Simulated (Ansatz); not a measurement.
# GaAs: how the settings move a single-point run

Aim: see which settings change the result for GaAs, by how much, and at what cost.

Program: Ansatz 0.2.0. Level of theory: reference: DFT, PBE, all-electron LAPW, scalar-relativistic. These are calculated values, not measurements.

### 1 Starting point

Symmetry: F-43m, No. 216, cubic system. The conventional cell has a = 5.654 Å, b = 5.654 Å, c = 5.654 Å, α = 90.00°, β = 90.00°, γ = 90.00°. Ga (site symmetry -43m) has 4 As at 2.45 Å as nearest neighbours. Around As (site symmetry -43m) lie 4 Ga at 2.45 Å.

Structure file:

```
Ga As
1.0
     0.00000    2.82685    2.82685
     2.82685    0.00000    2.82685
     2.82685    2.82685    0.00000
Ga As
1 1
Direct
  0.00000 0.00000 0.00000
  0.75000 0.75000 0.75000
```

### 2 Baseline

File input.yaml:

```yaml
crystal:
  lattice:
    - [0.0, 2.82685, 2.82685]
    - [2.82685, 0.0, 2.82685]
    - [2.82685, 2.82685, 0.0]
  atoms:
    - { symbol: Ga, position: [0.0, 0.0, 0.0] }
    - { symbol: As, position: [0.75, 0.75, 0.75] }
kpoints:
  mp_grid: { grid: [11, 11, 11] }
scf:
  occupations: { method: fermi_dirac, width: 0.05 }
hamiltonian:
  xc: pbe
  pseudopotentials: { kind: all_electron, lapw: { basis_error: 0.0005 } }
output:
  forces: true
  stress: true
  eigenvalues: true
basis:
  ecutwfc: 220
```

On the command line:

```sh
$ ansatz run input.yaml --threads 1 --pin off --max-ram 2048MiB --backend cpu --events-out ev --progress --plain --runs-dir out
```

### 3 Variant: xc_grid 3, spin_polarized true

Changes to input.yaml since step 2:

```diff
@@ -21 +21,4 @@
   ecutwfc: 220
+  xc_grid: 3
+magnetization:
+  spin_polarized: true
```

Q: Predict the outcome of this session. Wanted: for each run, ending; energy change; pressure; gap; force.

As calculated:

| run | ending | energy change | pressure (GPa) | gap (eV) | force (eV/Å) | cycles | time |
| --- | --- | --- | --- | --- | --- | --- | --- |
| reference | converged | 0 | 3.4 | 0.52 | 0.00 | 7 | 32 s |
| 1: xc_grid 3, spin_polarized true | converged | 0.0 meV/atom | 3.4 | 0.52 | 0.00 | 9 | 84 s |

Residual by cycle in the longest SCF loop of each run; runs are numbered as in the table. The quantity is the density residual dr2, in eV.

| cycle | reference | run 1 |
| --- | --- | --- |
| 1 | 0.575 | 0.44 |
| 2 | 0.0634 | 0.576 |
| 3 | 0.0127 | 0.171 |
| 4 | 4.5e-4 | 0.067 |
| 5 | 1.2e-5 | 0.00118 |
| 6 | 2.3e-6 | 4.2e-5 |
| 7 | 7.2e-8 | 6.5e-6 |
| 8 | - | 4.4e-7 |
| 9 | - | 3.6e-8 |

With the changed numerical grids and spin polarisation the energy stays within 0.5 meV/atom: no moment was seeded, so none could form, and both runs end non-magnetic.
